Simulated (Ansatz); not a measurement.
# AlN (F-43m), a sublattice moved along a line

Level of theory: DFT r2SCAN, scalar-relativistic, plane waves, PAW in Ansatz. Settings: plane waves to 500 eV, k-mesh 10×10×10 (Γ-centred), Gaussian smearing 0.05 eV. No spin polarisation. Energies are free energies at this smearing, counted from the undisturbed cell; pressure is positive in compression.

The undisturbed cell (as given, not relaxed at this level; it stands at 0.3 GPa; this zinc-blende form isn't the usual structure):

```
Al N
1.0
     0.00000    2.18399    2.18399
     2.18399    0.00000    2.18399
     2.18399    2.18399    0.00000
Al N
1 1
Cartesian
  0.0000 0.0000 0.0000
  3.2760 3.2760 3.2760
```

Every Al atom is moved by x along the Cartesian unit vector (0.577, 0.577, 0.577); the cell and all other atoms stay fixed.

| x (Å) | ΔE (meV/cell) | force along x on the moved atoms (eV/Å) | pressure (GPa) | gap on the mesh (eV) |
| --- | --- | --- | --- | --- |
| -0.2000 | 413.1 | 4.82 | 7.1 | 3.67 |
| -0.1500 | 214.1 | 3.20 | 3.8 | 3.73 |
| -0.1000 | 87.8 | 1.90 | 1.7 | 3.79 |
| -0.0500 | 20.3 | 0.84 | 0.6 | 3.86 |
| 0.0000 | 0.0 | 0.00 | 0.3 | 3.94 |
| 0.0500 | 17.3 | -0.67 | 0.6 | 3.79 |
| 0.1000 | 64.0 | -1.18 | 1.3 | 3.63 |
| 0.1500 | 133.0 | -1.56 | 2.5 | 3.48 |
| 0.1750 | 173.9 | -1.71 | 3.2 | 3.41 |
| 0.2000 | 218.1 | -1.83 | 3.9 | 3.34 |